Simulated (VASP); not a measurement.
The system is HfO2.

```
Hf O
1.0
     5.11800    0.00000    0.00000
     0.00000    5.18570    0.00000
    -0.85866    0.00000    5.21387
Hf O
4 8
Cartesian
  1.2314 0.2059 1.0845
  3.4573 2.7987 1.5224
  3.0279 4.9798 4.1294
  0.8021 2.3870 3.6914
  1.8842 3.9313 2.5032
  2.8045 1.3384 0.1038
  2.3751 1.2544 2.7107
  1.4549 3.8473 5.1101
  0.0821 1.7196 1.8076
  4.6066 4.3124 0.7993
  4.1773 3.4661 3.4062
  -0.3473 0.8733 4.4146
```

| Item | Value |
| --- | --- |
| Program | VASP 6.6.1 |
| Task | relaxation of cell and atoms |
| Functional | PBE |
| Potentials or basis | VASP PAW PBE potentials, release 64 (Hf_pv, O) |
| Cutoff | 600 eV |
| k mesh | 5 × 5 × 5 |
| Occupations | gaussian, width 0.02 eV |
| Spin | no spin polarisation |

At the start: pressure 2.4 GPa; volume 11.53 Å³/atom.

Problem. Where does the relaxation end?

Solution. Over 28 steps the energy falls by 3.2 meV/atom and the volume is 11.66 Å³/atom (+1.1 %); space group P2_1/c (No. 14, to 0.05 Å).

Step by step:
```tsv
step	energy change (eV)	largest force (eV/Å)	pressure (GPa)	volume (Å³)
1	0.0000	0.4573	2.42	138.38
2	0.0033	0.4214	-3.92	141.89
3	-0.0249	0.1878	-0.75	140.06
4	-0.0337	0.1010	0.03	139.66
5	-0.0337	0.1030	0.06	139.64
6	-0.0362	0.0428	0.06	139.64
7	-0.0369	0.0515	0.07	139.64
8	-0.0372	0.0407	0.00	139.75
9	-0.0373	0.0184	0.02	139.72
10	-0.0374	0.0131	-0.05	139.77
11	-0.0374	0.0134	-0.06	139.77
12	-0.0374	0.0135	0.06	139.72
13	-0.0374	0.0141	0.11	139.70
14	-0.0375	0.0136	0.07	139.73
15	-0.0376	0.0137	-0.04	139.82
16	-0.0376	0.0138	-0.06	139.84
17	-0.0377	0.0144	-0.03	139.83
18	-0.0378	0.0177	0.03	139.81
19	-0.0378	0.0244	0.15	139.78
20	-0.0378	0.0237	0.12	139.80
21	-0.0379	0.0210	0.03	139.87
22	-0.0379	0.0198	-0.01	139.90
23	-0.0379	0.0182	-0.01	139.90
24	-0.0380	0.0142	-0.01	139.90
25	-0.0381	0.0186	0.00	139.91
26	-0.0381	0.0069	-0.02	139.91
27	-0.0381	0.0063	-0.02	139.91
28	-0.0381	0.0039	0.01	139.89
```

Final structure:
```
Hf O
1.0
     5.13840    0.00000   -0.01652
     0.00000    5.18836    0.00000
    -0.87898    0.00000    5.24999
Hf O
4 8
Direct
  0.27591 0.04271 0.20791
  0.72409 0.54271 0.29209
  0.72409 0.95729 0.79209
  0.27591 0.45729 0.70791
  0.44892 0.75727 0.47737
  0.55108 0.25727 0.02263
  0.55108 0.24273 0.52263
  0.44892 0.74273 0.97737
  0.06744 0.32924 0.34781
  0.93256 0.82924 0.15219
  0.93256 0.67076 0.65219
  0.06744 0.17076 0.84781
```
